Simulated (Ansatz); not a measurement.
A relaxation computed with Ansatz, from input to last step.

```yaml
crystal:
  lattice:
    - [3.1781074095, 0.0, 0.0]
    - [0.0, 3.1781074095, 0.0]
    - [0.0, 0.0, 7.9387047648]
  atoms:
    - { symbol: Si, position: [0.0, 0.0, 0.3350596646] }
    - { symbol: Si, position: [0.5, 0.5, 0.1649403354] }
    - { symbol: Si, position: [0.5, 0.5, 0.8350596646] }
    - { symbol: Si, position: [0.0, 0.0, 0.6649403354] }
    - { symbol: Mo, position: [0.0, 0.0, 0.0] }
    - { symbol: Mo, position: [0.5, 0.5, 0.5] }
basis:
  ecutwfc: 420
kpoints:
  mp_grid: { grid: [12, 12, 6] }
hamiltonian:
  xc: pbesol
scf:
  occupations: { method: gaussian, width: 0.1 }
output:
  forces: true
  stress: true
  eigenvalues: true
  write_density: true
  write_potential: true
  elf: true
  volumetric_format: npy
relax:
  adjacent_minimum: "off"
  f_tol: 0.008
  max_steps: 40
  cell: { stress_tol: 0.015, fix: [c, angles] }
```

```bash
ansatz run input.yaml --threads 1 --pin off --max-ram 2560MiB --backend cpu --events-out ev --progress --plain --runs-dir out
```

Level of theory: DFT PBEsol, scalar-relativistic, plane waves, PAW in Ansatz.

Of 5 frames 4 are shown, positions in Å and forces in eV/Å; the SCF threshold varies from step to step. Steps run on the plane waves of an earlier cell, with a Pulay correction in the pressure. The basis is chosen afresh for the last frame, the zero of the energies, and at times for earlier ones too; energy and pressure step there, also at an unchanged geometry.

```xyz
6
Lattice="3.1781 0.0000 0.0000 0.0000 3.1781 0.0000 0.0000 0.0000 7.9387" Properties=species:S:1:pos:R:3:forces:R:3 pbc="T T T" step=1 free_energy_over_end_meV_per_atom=0.14 pressure_GPa=-1.88
Si    0.0000    0.0000    2.6599    0.0000    0.0000    0.0603
Si    1.5891    1.5891    1.3094    0.0000    0.0000   -0.0603
Si    1.5891    1.5891    6.6293    0.0000    0.0000    0.0603
Si    0.0000    0.0000    5.2788    0.0000    0.0000   -0.0603
Mo    0.0000    0.0000    0.0000    0.0000    0.0000    0.0000
Mo    1.5891    1.5891    3.9694    0.0000    0.0000    0.0000
6
Lattice="3.1833 0.0000 0.0000 0.0000 3.1833 0.0000 0.0000 0.0000 7.9387" Properties=species:S:1:pos:R:3:forces:R:3 pbc="T T T" step=2 free_energy_over_end_meV_per_atom=0.02 pressure_GPa=-2.50
Si    0.0000    0.0000    2.6626    0.0000    0.0000    0.0186
Si    1.5916    1.5916    1.3067    0.0000    0.0000   -0.0186
Si    1.5916    1.5916    6.6320    0.0000    0.0000    0.0186
Si    0.0000    0.0000    5.2761    0.0000    0.0000   -0.0186
Mo    0.0000    0.0000    0.0000    0.0000    0.0000    0.0000
Mo    1.5916    1.5916    3.9694    0.0000    0.0000    0.0000
6
Lattice="3.1823 0.0000 0.0000 0.0000 3.1823 0.0000 0.0000 0.0000 7.9387" Properties=species:S:1:pos:R:3:forces:R:3 pbc="T T T" step=3 free_energy_over_end_meV_per_atom=0.01 pressure_GPa=-2.37
Si    0.0000    0.0000    2.6632    0.0000    0.0000    0.0081
Si    1.5912    1.5912    1.3062    0.0000    0.0000   -0.0081
Si    1.5912    1.5912    6.6325    0.0000    0.0000    0.0081
Si    0.0000    0.0000    5.2755    0.0000    0.0000   -0.0081
Mo    0.0000    0.0000    0.0000    0.0000    0.0000    0.0000
Mo    1.5912    1.5912    3.9694    0.0000    0.0000    0.0000
6
Lattice="3.1820 0.0000 0.0000 0.0000 3.1820 0.0000 0.0000 0.0000 7.9387" Properties=species:S:1:pos:R:3:forces:R:3 pbc="T T T" step=5 free_energy_over_end_meV_per_atom=0.00 pressure_GPa=-2.32
Si    0.0000    0.0000    2.6636    0.0000    0.0000    0.0001
Si    1.5910    1.5910    1.3058    0.0000    0.0000   -0.0001
Si    1.5910    1.5910    6.6329    0.0000    0.0000    0.0001
Si    0.0000    0.0000    5.2751    0.0000    0.0000   -0.0001
Mo    0.0000    0.0000    0.0000    0.0000    0.0000    0.0000
Mo    1.5910    1.5910    3.9694    0.0000    0.0000    0.0000
```

The run took 83 s on 1 thread of Arm Neoverse V2, on a shared host, peak memory 0.48 GiB.